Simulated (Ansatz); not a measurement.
# PBE-D3(BJ) against r2SCAN+rVV10: Sb2Te3, isotropic strain −1.77 %

Consider Sb₂Te₃ in the Bi2Te3 type structure (space group R-3m, No. 166; a = 4.276 Å, c = 29.826 Å (hexagonal axes)).

(Cell as relaxed with PBE-D3(BJ).)

Levels (all Ansatz, a quantum-chemistry and plane-wave program, PAW, earlier PAW set): PBE-D3(BJ) (420 eV, scalar-relativistic without spin-orbit coupling); r2SCAN+rVV10 (500 eV, no SOC).

Each level relaxes its own structure.

```csv
base,PBE-D3(BJ),r2SCAN+rVV10
volume per atom,31.49 Å³,32.82 Å³
lattice parameter a,4.276 Å,4.287 Å
```

Perturbation: an isotropic linear strain of −1.77 %, atoms relaxed at fixed cell.

| quantity | PBE-D3(BJ) | r2SCAN+rVV10 |
|---|---|---|
| energy relative to the base (free energy F) | +13 meV/atom | ___ |
| pressure (mean of the normal stresses, compression positive) | 2.6 GPa | ___ |
| largest internal atomic displacement | 0.061 Å | ___ |

Problem. Predict the r2SCAN+rVV10 column.

Solution. 
- energy relative to the base (free energy F), r2SCAN+rVV10: +11 meV/atom
- pressure (mean of the normal stresses, compression positive), r2SCAN+rVV10: 2.1 GPa
- largest internal atomic displacement, r2SCAN+rVV10: 0.083 Å

PBE-D3(BJ)'s energy relative to the base lies 1.7 meV/atom above r2SCAN+rVV10's; PBE-D3(BJ)'s pressure lies 0.5 GPa above r2SCAN+rVV10's; PBE-D3(BJ)'s largest internal atomic displacement lies 0.022 Å below r2SCAN+rVV10's. Neither level is exact; r2SCAN+rVV10 is the comparison here, not a measurement.

A case with no gap was solved on a k-mesh chosen for an insulator, which is coarse for it. Whether these cells are dynamically stable was not tested. All final runs are without spin polarisation.
